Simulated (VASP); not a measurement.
Here is the system:

```
CELL_PARAMETERS angstrom
      4.38822     0.00000     0.00000
      0.00000     4.38822     0.00000
      0.00000     0.00000     2.87221
ATOMIC_POSITIONS crystal
  Ge 0.00000 0.00000 0.00000
  Ge 0.50000 0.50000 0.50000
  O  0.30575 0.30575 0.00000
  O  0.80575 0.19425 0.50000
  O  0.19425 0.80575 0.50000
  O  0.69425 0.69425 0.00000
```

All values below come from LDA (Ceperley-Alder, Perdew-Zunger), VASP's LDA PAW potentials (set 64) (plane waves; VASP). Run with 520 eV cut-off, 6×6×9 Γ-centred mesh, tetrahedra with Blöchl corrections, potentials Ge_d O.

### Question
Predict the energy per atom (σ→0), band gap (on the k-mesh) with the smallest direct gap where there is one.

### Answer

```
Item                                         Result
-----------------------------------  --------------
band gap (on the k-mesh)                    1.83 eV
smallest direct gap (on the k-mesh)         1.83 eV
energy per atom (σ→0)                -7.310 eV/atom
```

Total energies compare only between runs with the same potentials, cut-off and functional.

The compound is GeO2 in the rutile structure. It was relaxed first.
